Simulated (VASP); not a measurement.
# BAs (F-43m) in VASP: notebook, part 2 of 2

VASP 6.6.1. The steps go on from the part before.

### 4 Relaxation of cell and atoms, optB86b-vdW

The input, INCAR:

```
SYSTEM = BAs
  AGGAC = 0.0
  ALGO = Fast
  EDIFF = 1E-6
  EDIFFG = -0.005
  ENCUT = 600
  GGA = MK
  IBRION = 2
  ISIF = 3
  ISMEAR = -1
  LASPH = .TRUE.
  LCHARG = .FALSE.
  LREAL = .FALSE.
  LUSE_VDW = .TRUE.
  LWAVE = .FALSE.
  NELM = 100
  NSW = 60
  PARAM1 = 0.1234
  PARAM2 = 1.0
  PREC = Accurate
  SIGMA = 0.05
```

The input, KPOINTS:

```
k-points
0
G
  10 10 10
  0 0 0
```

The input, POSCAR:

```
BAs
1.0
    0.0000000000      2.3885000000      2.3885000000
    2.3885000000      0.0000000000      2.3885000000
    2.3885000000      2.3885000000      0.0000000000
As B
1 1
Direct
    0.7500000000      0.7500000000      0.7500000000
    0.0000000000      0.0000000000      0.0000000000
```

Potentials or basis: VASP PAW PBE potentials, release 64 (As, B).

On the command line:

```bash
cat potpaw_PBE.64/As/POTCAR potpaw_PBE.64/B/POTCAR > POTCAR
mpirun -np 1 vasp_std > vasp.out
```

OUTCAR:

```text
SYSTEM = BAs
   EDIFF = 1E-6
   EDIFFG = -0.005
   ENCUT = 600
   GGA = MK
   IBRION = 2
   ISIF = 3
   ISMEAR = -1
   LASPH = .TRUE.
   LREAL = .FALSE.
   NELM = 100
   NSW = 60
   PREC = Accurate

 ion  position               nearest neighbor table
   1  0.750  0.750  0.750-   2 2.07   2 2.07   2 2.07   2 2.07
   2  0.000  0.000  0.000-   1 2.07   1 2.07   1 2.07   1 2.07

  LATTYP: Found a face centered cubic cell.
 ALAT       =     4.7770000000

  Lattice vectors:

 A1 = (   0.0000000000,   2.3885000000,   2.3885000000)
 A2 = (   2.3885000000,   0.0000000000,   2.3885000000)
 A3 = (   2.3885000000,   2.3885000000,   0.0000000000)

Analysis of symmetry for initial positions (statically):
=====================================================================
 Subroutine PRICEL returns:
 Original cell was already a primitive cell.
[... 278 lines left out ...]
  ---------------------------------------------------
  free energy    TOTEN  =        -9.36196779 eV

  energy without entropy =       -9.36196772  energy(sigma->0) =       -9.36196775

 E-fermi :   6.4444     XC(G=0): -10.5180

 val. band max:        5.8615293842   @ k =   0.0000   0.0000   0.0000
 cond. band min:       7.0617453620   @ k =   0.4000   0.4000   0.0000
 fundamental gap:      1.2002159778
 Fermi energy:         6.4443654592

 k-point     1 :       0.0000    0.0000    0.0000
  band No.  band energies     occupation
      1      -9.3543      2.00000
      2       5.8615      1.99998
      3       5.8615      1.99998
      4       5.8615      1.99998
      5       9.1115      0.00000
      6       9.1115      0.00000
      7       9.1115      0.00000
      8      10.2904      0.00000
[... 419 lines left out ...]
 k-point    40 :      -0.2000    0.3000    0.1000
  band No.  band energies     occupation
      1      -6.7952      2.00000
      2      -0.7280      2.00000
      3       0.9592      2.00000
      4       3.3728      2.00000
      5       9.9643      0.00000
      6      11.0184      0.00000
      7      12.0423      0.00000
      8      13.9425      0.00000

 [... further k-points ...]
[... 5 lines left out ...]
  --------------------------------------------------------------------------------------
  -------------------------------------------------------------------------------------
  Total        0.0015870      0.0015870      0.0015870     -0.0000000      0.0000000      0.0000000
  in kB        0.0914548      0.0914548      0.0914548     -0.0000000      0.0000000      0.0000000
  external PRESSURE =       0.0914548 kB  Pullay stress =       0.0000000 kB
[... 21 lines left out ...]
  energy  without entropy=       -9.3619677166  energy(sigma->0) =       -9.36196775

Total vdW correction in eV:      1.0023285

 reached required accuracy - stopping structural energy minimisation
```

CONTCAR:

```text
BAs
   1.00000000000000
     0.0000000000000000    2.4044589048098222    2.4044589048098222
     2.4044589048098222   -0.0000000000000000    2.4044589048098222
     2.4044589048098222    2.4044589048098222   -0.0000000000000000
  As              B
     1     1
Direct
     0.7500000000000000    0.7500000000000000    0.7500000000000000
     0.0000000000000000    0.0000000000000000    0.0000000000000000

  0.00000000E+00  0.00000000E+00  0.00000000E+00
  0.00000000E+00  0.00000000E+00  0.00000000E+00
```

Run time: 76 s. Hardware: 1 thread of Intel Xeon Platinum 8559C (Emerald Rapids), shared host; peak memory 0.33 GiB.

Results:

| Property | Result |
| --- | --- |
| Free energy | -9.3620 eV |
| Relaxed volume | 13.90 Å³/atom |
| Relaxed cell | a = 3.400 Å, b = 3.400 Å, c = 3.400 Å, α = 60.00°, β = 60.00°, γ = 60.00° |
| Space group after relaxing (to 0.05 Å) | F-43m (No. 216) |
| Energy gained by relaxing | 2.4 meV/atom |
| Ionic steps | 3 |
| Pressure after relaxing | 0.0 GPa |
| Band gap on the k mesh | 1.20 eV, indirect (least direct gap 3.25 eV) |

The path:
| step | energy change (eV) | largest force (eV/Å) | pressure (GPa) | volume (Å³) |
| --- | --- | --- | --- | --- |
| 1 | 0.0000 | 0.0000 | 2.79 | 27.25 |
| 2 | -0.0024 | 0.0000 | -1.84 | 28.20 |
| 3 | -0.0047 | 0.0000 | 0.01 | 27.80 |

Final structure:
```
CELL_PARAMETERS angstrom
0.00000 2.40446 2.40446
2.40446 0.00000 2.40446
2.40446 2.40446 0.00000
ATOMIC_POSITIONS crystal
As 0.75000 0.75000 0.75000
B 0.00000 0.00000 0.00000
```

Caveat: the PAW data sets were made with another functional, which shifts forces and pressure a little.

### 5 Relaxation of cell and atoms, optPBE-vdW

The input, INCAR:

```
SYSTEM = BAs
PREC = Accurate ; ENCUT = 600
EDIFF = 1E-7 ; ISMEAR = -1
SIGMA = 0.05 ; LREAL = .False.
LASPH = .True. ; NELM = 100
ALGO = Normal ; ISIF = 3
LWAVE = .False. ; LCHARG = .False.
GGA = OR ; LUSE_VDW = .True.
AGGAC = 0.0 ; IBRION = 2
NSW = 60 ; EDIFFG = -0.02
```

The input, KPOINTS:

```
regular mesh
0
Gamma
  10 10 10
  0 0 0
```

POSCAR is that of step 4.

On the command line:

```bash
cat potpaw_PBE.64/As/POTCAR potpaw_PBE.64/B/POTCAR > POTCAR
mpirun -np 1 vasp_std > vasp.out
```

Wall time 83 s (1 thread of Intel Xeon Platinum 8559C (Emerald Rapids), shared host); peak memory 0.32 GiB.

It converged, with:

- Free energy: -8.8200 eV
- Relaxed volume: 14.18 Å³/atom
- Relaxed cell: a = 3.423 Å, b = 3.423 Å, c = 3.423 Å, α = 60.00°, β = 60.00°, γ = 60.00°
- Space group after relaxing (to 0.05 Å): F-43m (No. 216)
- Energy gained by relaxing: 9.0 meV/atom
- Ionic steps: 3
- Pressure after relaxing: 0.0 GPa
- Band gap on the k mesh: 1.31 eV, indirect (least direct gap 3.26 eV)

Step by step:
```tsv
step	energy change (eV)	largest force (eV/Å)	pressure (GPa)	volume (Å³)
1	0.0000	0.0000	5.44	27.25
2	-0.0101	0.0000	-3.21	29.12
3	-0.0180	0.0000	0.00	28.35
```

Final structure:
```cif
data_structure
_symmetry_space_group_name_H-M 'P 1'
_symmetry_Int_Tables_number 1
_cell_length_a 3.4226
_cell_length_b 3.4226
_cell_length_c 3.4226
_cell_angle_alpha 60.000
_cell_angle_beta 60.000
_cell_angle_gamma 60.000
_cell_volume 28.35
loop_
_atom_site_label
_atom_site_type_symbol
_atom_site_fract_x
_atom_site_fract_y
_atom_site_fract_z
_atom_site_occupancy
As1 As 0.75000 0.75000 0.75000 1
B1 B 0.00000 0.00000 0.00000 1
```

Levels at points of the mesh, in eV from the valence-band top:
```csv
k point,band 2,band 3,band 4,band 5,band 6,band 7
"(0.00, 0.00, 0.00)",0.00,0.00,0.00,3.26,3.26,3.26
"(0.50, 0.00, 0.00)",-8.44,-1.74,-1.74,2.50,4.79,4.79
"(0.50, 0.50, 0.00)",-8.27,-3.89,-3.89,1.58,1.59,10.97
```

Caveat: the PAW data sets were made with another functional, which shifts forces and pressure a little. Zero-point motion and thermal expansion aren't in these numbers.

### 6 For comparison

An earlier run on the cell as given: functional PBE; potentials or basis VASP PAW PBE potentials, release 64 (As, B); cutoff 520 eV; k mesh 10 × 10 × 10; occupations fermi-dirac, width 0.05 eV; no spin polarisation.

- Pressure: 3.4 GPa
- Band gap on the k mesh: 1.18 eV, indirect (least direct gap 3.28 eV)

### 7 Overview

| task | level | cell | cutoff (eV) | gap on the mesh (eV) | pressure (GPa) | relaxed volume (Å³/atom) |
| --- | --- | --- | --- | --- | --- | --- |
| relaxation of cell and atoms | optB88-vdW | relaxed | 600 | 1.29 | 0.0 | 14.04 |
| relaxation of cell and atoms | vdW-DF-cx | relaxed | 600 | 1.14 | 0.0 | 13.82 |
| relaxation of cell and atoms | optB86b-vdW | relaxed | 600 | 1.20 | 0.0 | 13.90 |
| relaxation of cell and atoms | optPBE-vdW | relaxed | 600 | 1.31 | 0.0 | 14.18 |
| single point | PBE | as given | 520 | 1.18 | 3.4 | - |

Alike in all rows: potentials or basis VASP PAW PBE potentials, release 64 (As, B); no spin polarisation; k mesh 10 × 10 × 10; smearing fermi-dirac 0.05 eV.

Caveats: the PAW data sets were made with another functional, which shifts forces and pressure a little (some runs).

Absolute energies hang on the potentials; compare differences alone.
